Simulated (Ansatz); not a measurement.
# As (Cmce) in Ansatz: reference runs

Reference runs on As: the cell as given and a disturbed copy.

All numbers are computed with Ansatz 0.2.0; they aren't measurements. Logs are shortened: lines on timing, memory, paths and dates and some standing lists are left out, and cuts for length are marked.

### Step 1. The crystal as given

The structure is orthorhombic, space group Cmce (No. 64). The conventional cell has a = 3.650 Å, b = 11.000 Å, c = 4.470 Å, α = 90.00°, β = 90.00°, γ = 90.00°. As (site symmetry m) is surrounded by 3 As at 2.48 to 2.49 Å.

This isn't the form of As at room conditions, which is rhombohedral.

### Step 2. Single point, PBE

Input file input.yaml:

```yaml
crystal:
  lattice:
    - [1.825, -5.5, 0.0]
    - [1.825, 5.5, 0.0]
    - [0.0, 0.0, 4.47]
  atoms:
    - { symbol: As, position: [0.39, 0.61, 0.56] }
    - { symbol: As, position: [0.89, 0.11, 0.94] }
    - { symbol: As, position: [0.61, 0.39, 0.44] }
    - { symbol: As, position: [0.11, 0.89, 0.06] }
kpoints:
  mp_grid: { grid: [8, 8, 6] }
scf:
  occupations: { method: fermi_dirac, width: 0.05 }
hamiltonian:
  xc: pbe
  pseudopotentials: { kind: all_electron, lapw: { basis_error: 0.001 } }
output:
  forces: true
  stress: true
  eigenvalues: true
  populations: true
```

Potentials or basis: all-electron LAPW, scalar-relativistic.

Run with:

```
> ansatz run input.yaml --threads 2 --pin off --max-ram 6144MiB --backend cpu --events-out ev --progress --plain --runs-dir out
```

Output:

```text
Warning: RAYON_NUM_THREADS=2 ignored (pool sized by the plan → 2); use --threads N
As: projections on atomic orbitals take those of the free atom 1s2 2s2 2p6 3s2 3p6 3d10 4s2 4p3, of charge +0.00 (hamiltonian.pseudopotentials.projection_atoms)
LAPW: plane waves up to 8.863 Å⁻¹, error target 1.0e-3 eV per atom; small_component_spin mean_spin; As in spheres of 1.239 Å, 23 of its electrons in bands, Dirac shells [] (how accurate: hamiltonian.pseudopotentials.lapw.basis_error, Limitations)
Engine: ansatz 0.2.0, aarch64-unknown-linux-gnu
Pseudopotentials: kind: all_electron
Pseudopotential: As, LAPW, valence charge 23, lapw/all_electron/scalar/gaussian/As, Koelling and Harmon's equation, gaussian nucleus
Functional definition: PBE
  parameter kappa = 0.804
  parameter beta = 0.06672455060314922
  exchange = pbe_x(kappa = kappa, mu = beta*pi^2/3)
  correlation = pbe_c(beta = beta)
Crystal: 4 atoms, lattice volume = 89.735 Å³
Basis set: ecut = 299.2729285029182 eV, 1055 PW (Γ), FFT grids on a1+a2, a2, a3, exchange–correlation at level 2
Bands: 56, of which v1, the nominal top of the filled ones, is band 46 counted from 1 (45 counted from 0)
Symmetry: 8 space group operations
Space group: Cmce (ITA 64), of the structure as read, at distance tolerance 4.5e-5 Å
k-points: 84 of 384
Non-local potential: As, projectors of the file, none
Initial density: superposition of atomic densities (chi_scale 0.1, normalization cell)
Initial wavefunctions: plane waves of lowest kinetic energy (no species holds an atomic orbital)
Functional: x = pbe(κ = 0.804, μ = 0.2195149727645171), c = pbe(β = 0.06672455060314922)
iter 1 solved again at ethr=3.42e-4 eV; its pass at ethr=1.00e-1 eV (dr2=3.14e-1 eV) is discarded
SCF iter   1: F=—  HF=-246095.617510 eV  |F-HF|=—  |Δ(HF+E_count)|=         —  Δρ=2.10e-2  dr2=3.16e-1  ethr=3.42e-4  ⟨swp⟩=3.0  Hψ=29712  notcnv=0
preconditioner: auto → Kerker (q_TF=auto, 2.740 Å⁻¹)  [metal: Δε(μ)=0.102 eV  Ē_g=11.167 eV  σ=0.050 eV  W_gap=0.47  n_scr=30 (ndim 8)  ℏωp=17.5 eV  f_vac=0.013  D(μ)=0.24/eV (n_scr^D=0)]
SCF iter   2: F=—  HF=-246095.599088 eV  |F-HF|=—  |Δ(HF+E_count)|=   1.84e-2  Δρ=1.42e-2  dr2=1.79e-1  ethr=3.42e-4  ⟨swp⟩=2.0  Hψ=12995  notcnv=0
SCF iter   3: F=—  HF=-246095.585241 eV  |F-HF|=—  |Δ(HF+E_count)|=   1.38e-2  Δρ=3.79e-3  dr2=2.14e-2  ethr=1.94e-4  ⟨swp⟩=2.0  Hψ=13784  notcnv=0
SCF iter   4: F=—  HF=-246095.580848 eV  |F-HF|=—  |Δ(HF+E_count)|=   4.39e-3  Δρ=1.93e-3  dr2=6.47e-3  ethr=2.32e-5  ⟨swp⟩=2.0  Hψ=12989  notcnv=0
SCF iter   5: F=—  HF=-246095.581742 eV  |F-HF|=—  |Δ(HF+E_count)|=         —  Δρ=8.77e-4  dr2=9.64e-4  ethr=7.03e-6  ⟨swp⟩=2.0  Hψ=12983  notcnv=0
the basis was enlarged: its passes take 488.3 KiB over the memory plan, 2 of 2 planned eigensolver slots
SCF iter   6: F=—  HF=-246095.581998 eV  |F-HF|=—  |Δ(HF+E_count)|=   2.57e-4  Δρ=3.66e-4  dr2=1.30e-4  ethr=1.05e-6  ⟨swp⟩=3.0  Hψ=13336  notcnv=0
SCF iter   7: F=—  HF=-246095.582043 eV  |F-HF|=—  |Δ(HF+E_count)|=   4.44e-5  Δρ=1.43e-4  dr2=2.29e-5  ethr=1.41e-7  ⟨swp⟩=3.0  Hψ=13287  notcnv=0
SCF iter   8: F=—  HF=-246095.582051 eV  |F-HF|=—  |Δ(HF+E_count)|=   8.59e-6  Δρ=3.08e-5  dr2=2.39e-6  ethr=2.49e-8  ⟨swp⟩=3.0  Hψ=13675  notcnv=0
SCF iter   9: F=—  HF=-246095.582051 eV  |F-HF|=—  |Δ(HF+E_count)|=   2.35e-7  Δρ=1.39e-5  dr2=5.34e-7  ethr=2.60e-9  ⟨swp⟩=2.3  Hψ=13014  notcnv=0
SCF iter  10: F=-246095.582051 eV  HF=-246095.582051 eV  |F-HF|=2.75e-8  |Δ(HF+E_count)|=   3.66e-8  Δρ=3.93e-6  dr2=5.41e-8  ethr=5.80e-10  ⟨swp⟩=3.0  Hψ=13438  notcnv=0
SCF 1 converged in 10 iterations: F = -246095.582051 eV  dr2 = 5.41e-8
SCF converged after 10 iterations
Free energy (F): -246095.582051 eV
Harris-Foulkes:  -246095.582051 eV  (|F-HF|=2.75e-8)
Internal energy: -246095.579513 eV  (E = F + TS)
E sigma→0 (E₀):  -246095.580782 eV
Entropy (-TS):   -0.002538 eV (-0.634 meV/atom)
Fermi energy:    10.508807 eV
--- Per-component energies (eV) ---
  E_band       = -5173.854365
  E_kinetic    = 251591.145099
  E_xc         = -9127.339069
  E_electrostatic = -488559.385543  (all electrons and nuclei)
  E_smearing   = -0.002538  (= −TS)
  E_closure    = 0.000000  (closes the sum)
  E_atoms      = -246077.035653  (free atoms, spherical and without spin; not in F)
  Σ components = -246095.582051   (vs F -246095.582051, Δ=0.00e0)
  Basis errors (estimates in eV, not in F): energy 4.6e-4 per atom: plane waves 4.2e-4 (2.4e-4 summed), levels above the bands 3.8e-70, relativity 2.0e-8, radial functions 4.0e-5, core shells 7.9e-10; eigenvalues (radial functions only) 6.0e-7; not estimated: angular momenta, meshes, grids; target (lapw.basis_error) 1.0e-3; muffin-tin radii As 1.239 Å
--- Forces (eV/Å), atoms counted from 1 ---
  atom   1  As     0.00000000     0.11852080     0.04709869
  atom   2  As     0.00000000     0.11852080    -0.04709869
  atom   3  As    -0.00000000    -0.11852080    -0.04709869
  atom   4  As    -0.00000000    -0.11852080     0.04709869
  max |Σ_I F_I| component: 2.43e-17 eV/Å
--- Stress (GPa, compression-positive) ---
        3.968585      -0.000000      -0.000000
       -0.000000       2.821923      -0.000000
       -0.000000      -0.000000       2.242544
  P = ⅓ Tr σ = 3.0110 GPa (30.110 kbar)
--- Band table (eV; the first three rows and the last of 84) ---
  k-point 0: bands = ["-175.0385", "-175.0383", "-175.0381", "-175.0379", "-118.4297", "-118.4282", "-118.4281", "-118.4280", "-118.4280", "-118.4263", "-118.4253", "-118.4251", "-118.3767", "-118.3756", "-118.3755", "-118.3744", "-25.5481", "-25.5454", "-25.5293", "-25.5033", "-25.4964", "-25.4673", "-25.4671", "-25.4649", "-25.4501", "-25.4398", "-25.4305", "-25.4303", "-25.4175", "-25.4164", "-25.4098", "-25.4031", "-25.3866", "-25.3749", "-25.3725", "-25.3605", "-4.2602", "-1.4902", "1.1264", "4.4671", "4.4769", "6.2049", "7.4984", "8.2786", "8.6558", "9.4507", "12.4921", "12.5835", "13.0498", "13.9124", "15.3462", "15.8857", "17.5935", "17.7355", "18.9169", "19.0331"]
  k-point 1: bands = ["-175.0385", "-175.0383", "-175.0381", "-175.0379", "-118.4296", "-118.4285", "-118.4282", "-118.4280", "-118.4276", "-118.4264", "-118.4253", "-118.4251", "-118.3767", "-118.3758", "-118.3752", "-118.3745", "-25.5465", "-25.5440", "-25.5271", "-25.5039", "-25.4960", "-25.4738", "-25.4666", "-25.4621", "-25.4535", "-25.4363", "-25.4339", "-25.4255", "-25.4187", "-25.4148", "-25.4087", "-25.4021", "-25.3872", "-25.3761", "-25.3741", "-25.3631", "-4.0985", "-1.6131", "0.9227", "3.7165", "4.7758", "6.8071", "7.6488", "8.7220", "8.7700", "8.9597", "12.6374", "12.6833", "13.1948", "13.3690", "14.6236", "15.7252", "17.1483", "18.0403", "18.6089", "19.7360"]
  k-point 2: bands = ["-175.0385", "-175.0384", "-175.0380", "-175.0379", "-118.4295", "-118.4289", "-118.4281", "-118.4280", "-118.4272", "-118.4266", "-118.4253", "-118.4252", "-118.3766", "-118.3761", "-118.3750", "-118.3746", "-25.5430", "-25.5413", "-25.5208", "-25.5064", "-25.4946", "-25.4843", "-25.4647", "-25.4585", "-25.4567", "-25.4412", "-25.4308", "-25.4219", "-25.4184", "-25.4141", "-25.4047", "-25.3993", "-25.3870", "-25.3785", "-25.3774", "-25.3703", "-3.6293", "-2.1277", "0.9267", "2.5527", "5.3281", "7.2424", "8.0563", "8.4731", "8.7867", "10.2116", "11.5308", "12.4561", "12.6109", "13.4173", "14.3890", "15.9247", "17.0358", "18.7927", "19.0999", "20.1367"]
  k-point 83: bands = ["-175.0384", "-175.0384", "-175.0380", "-175.0380", "-118.4292", "-118.4292", "-118.4281", "-118.4281", "-118.4269", "-118.4269", "-118.4252", "-118.4252", "-118.3764", "-118.3764", "-118.3747", "-118.3747", "-25.5406", "-25.5406", "-25.5131", "-25.5131", "-25.4912", "-25.4912", "-25.4635", "-25.4635", "-25.4490", "-25.4490", "-25.4248", "-25.4248", "-25.4147", "-25.4147", "-25.3997", "-25.3997", "-25.3810", "-25.3810", "-25.3793", "-25.3793", "-2.7481", "-2.7481", "0.7435", "0.7435", "8.4289", "8.4289", "8.6161", "8.6161", "9.4312", "9.4312", "12.0056", "12.0056", "12.2922", "12.2922", "13.1167", "13.1167", "18.2002", "18.2002", "19.0667", "19.0667"]
--- Löwdin populations: 4 sites ---
  site symbol       q [e]
     0     As     32.9582
     1     As     32.9582
     2     As     32.9582
     3     As     32.9582
  spilling = 0.001266 (of n_electrons = 132.000000)
```

Run time: 55 s. Hardware: 2 threads of Arm Neoverse V2, shared host; peak memory 0.81 GiB.

Results:

```yaml
Free_energy: -246095.5821 eV
Pressure: 3.0 GPa
Largest_force: 0.128 eV/Å
Band_gap_on_the_k_mesh: 0.08 eV, indirect (least direct gap 0.15 eV)
```

Forces on the atoms (eV/Å):
```
As   0.000  0.119  0.047
As   0.000  0.119 -0.047
As   0.000 -0.119 -0.047
As   0.000 -0.119  0.047
```

Stress tensor (GPa, compression positive):
```
3.97 0.00 0.00
0.00 2.82 0.00
0.00 0.00 2.24
```

A k mesh can miss the band edges. PBE gaps usually lie below the measured ones, often by a third to a half.

### Step 3. Single point, PBE (atoms moved at random, drawn with an rms of 0.05 Å)

Input file input.yaml:

```yaml
crystal:
  lattice:
    - [1.825, -5.5, 0.0]
    - [1.825, 5.5, 0.0]
    - [0.0, 0.0, 4.47]
  atoms:
    - { symbol: As, position: [0.375366, 0.603355, 0.558657] }
    - { symbol: As, position: [0.88654, 0.105281, 0.939657] }
    - { symbol: As, position: [0.618293, 0.392503, 0.439575] }
    - { symbol: As, position: [0.114274, 0.892476, 0.05694] }
kpoints:
  mp_grid: { grid: [8, 8, 6] }
scf:
  occupations: { method: fermi_dirac, width: 0.05 }
hamiltonian:
  xc: pbe
  pseudopotentials: { kind: all_electron, lapw: { basis_error: 0.001 } }
output:
  forces: true
  stress: true
  eigenvalues: true
  populations: true
```

Potentials or basis: all-electron LAPW, scalar-relativistic.

Run with:

```
> ansatz run input.yaml --threads 2 --pin off --max-ram 6144MiB --backend cpu --events-out ev --progress --plain --runs-dir out
```

Output:

```text
Warning: RAYON_NUM_THREADS=2 ignored (pool sized by the plan → 2); use --threads N
As: projections on atomic orbitals take those of the free atom 1s2 2s2 2p6 3s2 3p6 3d10 4s2 4p3, of charge +0.00 (hamiltonian.pseudopotentials.projection_atoms)
LAPW: plane waves up to 8.861 Å⁻¹, error target 1.0e-3 eV per atom; small_component_spin mean_spin; As in spheres of 1.240 Å, 23 of its electrons in bands, Dirac shells [] (how accurate: hamiltonian.pseudopotentials.lapw.basis_error, Limitations)
[... 5 set-up lines as earlier in the session ...]
[... 59 lines left out ...]
  k-point 1: bands = ["-175.0602", "-175.0571", "-175.0268", "-175.0258", "-118.4492", "-118.4460", "-118.4457", "-118.4433", "-118.4175", "-118.4151", "-118.4145", "-118.4135", "-118.4007", "-118.3974", "-118.3646", "-118.3634", "-25.5468", "-25.5446", "-25.5257", "-25.5033", "-25.5003", "-25.4749", "-25.4742", "-25.4648", "-25.4562", "-25.4446", "-25.4408", "-25.4345", "-25.4218", "-25.4158", "-25.4156", "-25.4026", "-25.3849", "-25.3773", "-25.3751", "-25.3656", "-4.0111", "-1.5901", "1.0001", "3.6868", "4.7573", "6.8585", "7.7577", "8.6656", "8.7599", "8.9567", "12.6753", "12.7498", "13.1344", "13.4525", "14.5471", "15.6158", "17.0995", "17.9590", "18.5277", "19.8219"]
  k-point 2: bands = ["-175.0602", "-175.0571", "-175.0268", "-175.0258", "-118.4492", "-118.4460", "-118.4457", "-118.4433", "-118.4175", "-118.4151", "-118.4145", "-118.4135", "-118.4007", "-118.3974", "-118.3646", "-118.3634", "-25.5434", "-25.5419", "-25.5209", "-25.5036", "-25.4993", "-25.4852", "-25.4742", "-25.4608", "-25.4586", "-25.4464", "-25.4419", "-25.4257", "-25.4184", "-25.4169", "-25.4161", "-25.4033", "-25.3850", "-25.3798", "-25.3781", "-25.3698", "-3.5438", "-2.0637", "0.9460", "2.5322", "5.3065", "7.2348", "8.1539", "8.5392", "8.8095", "10.1766", "11.6213", "12.4409", "12.6362", "13.3626", "14.3009", "15.7944", "17.0286", "18.7408", "19.0648", "20.2306"]
  k-point 195: bands = ["-175.0602", "-175.0571", "-175.0268", "-175.0258", "-118.4492", "-118.4460", "-118.4457", "-118.4433", "-118.4175", "-118.4151", "-118.4145", "-118.4135", "-118.4007", "-118.3974", "-118.3646", "-118.3634", "-25.5414", "-25.5409", "-25.5182", "-25.5047", "-25.4976", "-25.4907", "-25.4760", "-25.4592", "-25.4563", "-25.4505", "-25.4409", "-25.4221", "-25.4176", "-25.4163", "-25.4141", "-25.4035", "-25.3854", "-25.3810", "-25.3795", "-25.3731", "-2.7191", "-2.5883", "0.6123", "0.8078", "8.4587", "8.5226", "8.6132", "8.6936", "9.4949", "9.5426", "11.7916", "12.0369", "12.1784", "12.2518", "13.0665", "13.1404", "18.1535", "18.2718", "19.0697", "19.1093"]
--- Löwdin populations: 4 sites ---
  site symbol       q [e]
     0     As     32.9590
     1     As     32.9591
     2     As     32.9587
     3     As     32.9602
  spilling = 0.001235 (of n_electrons = 132.000000)
```

populations.tsv:

```text
# site	symbol	l	j	q
# orbitals = lowdin
# n_electrons = 132.000000
# spilling = 0.001235
# projection_atom_As: 1s2 2s2 2p6 3s2 3p6 3d10 4s2 4p3
0	As	0_1S	-	1.999997
0	As	0_2S	-	1.999849
0	As	0_3S	-	1.996585
0	As	0_4S	-	1.793978
0	As	1_2P	-	5.999997
0	As	1_3P	-	5.998875
0	As	1_4P	-	3.170715
0	As	2_3D	-	9.999004
1	As	0_1S	-	1.999997
1	As	0_2S	-	1.999837
1	As	0_3S	-	1.996303
1	As	0_4S	-	1.779461
1	As	1_2P	-	5.999996
1	As	1_3P	-	5.998796
1	As	1_4P	-	3.185748
1	As	2_3D	-	9.998919
2	As	0_1S	-	1.999997
2	As	0_2S	-	1.999851
2	As	0_3S	-	1.996629
2	As	0_4S	-	1.795463
2	As	1_2P	-	5.999997
2	As	1_3P	-	5.998885
2	As	1_4P	-	3.168895
2	As	2_3D	-	9.999017
3	As	0_1S	-	1.999997
3	As	0_2S	-	1.999838
3	As	0_3S	-	1.996340
3	As	0_4S	-	1.781232
3	As	1_2P	-	5.999996
3	As	1_3P	-	5.998807
3	As	1_4P	-	3.185056
3	As	2_3D	-	9.998927
```

It took 4.7 min on 2 threads of Arm Neoverse V2, shared host; peak memory 1.4 GiB.

Results:

```yaml
Free_energy: -246095.5678 eV
Pressure: 2.1 GPa
Largest_force: 0.401 eV/Å
Band_gap_on_the_k_mesh: none (metal or under the smearing width)
```

Forces on the atoms (eV/Å):
```
As   0.195 -0.342  0.076
As  -0.102  0.134 -0.046
As  -0.090  0.345 -0.145
As  -0.004 -0.137  0.115
```
